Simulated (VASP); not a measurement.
WC (Qusongite):

```
CELL_PARAMETERS angstrom
2.90650 0.00000 0.00000
-1.45325 2.51710 0.00000
0.00000 0.00000 2.83660
ATOMIC_POSITIONS crystal
W 0.00000 0.00000 0.00000
C 0.66667 0.33333 0.50000
```

```yaml
Program: VASP 6.6.1
Task: relaxation of cell and atoms
Functional: RPBE
Potentials_or_basis: VASP PAW PBE potentials, release 64 (W_sv, C)
Cutoff: 600 eV
k_mesh: 10 × 10 × 9
Occupations: fermi-dirac, width 0.05 eV
Spin: no spin polarisation
```

At the start: pressure 11.0 GPa; volume 10.38 Å³/atom.

How do energy, volume and symmetry change on relaxing?

Over 9 steps the energy falls by 9.8 meV/atom and the volume is 10.67 Å³/atom (+2.8 %); space group P-6m2 (No. 187, to 0.05 Å).

Step by step:
```
step  energy change (eV)  largest force (eV/Å)  pressure (GPa)  volume (Å³)
   1              0.0000                0.0000           10.97        20.75
   2              0.1081                0.0000          -23.48        22.96
   3             -0.0193                0.0000           -0.29        21.35
   4             -0.0193                0.0000           -0.02        21.33
   5             -0.0193                0.0000            0.16        21.32
   6             -0.0194                0.0000            0.20        21.33
   7             -0.0195                0.0000            0.22        21.33
   8             -0.0195                0.0000           -0.42        21.36
   9             -0.0195                0.0000            0.01        21.34
```

Final structure:
```xyz
2
Lattice="2.9360 0.0000 0.0000 -1.4680 2.5427 0.0000 0.0000 0.0000 2.8582" Properties=species:S:1:pos:R:3 pbc="T T T"
W     0.0000    0.0000    2.8582
C     1.4680    0.8476    1.4291
```

Caveat: the PAW data sets were made with another functional, which shifts forces and pressure a little.
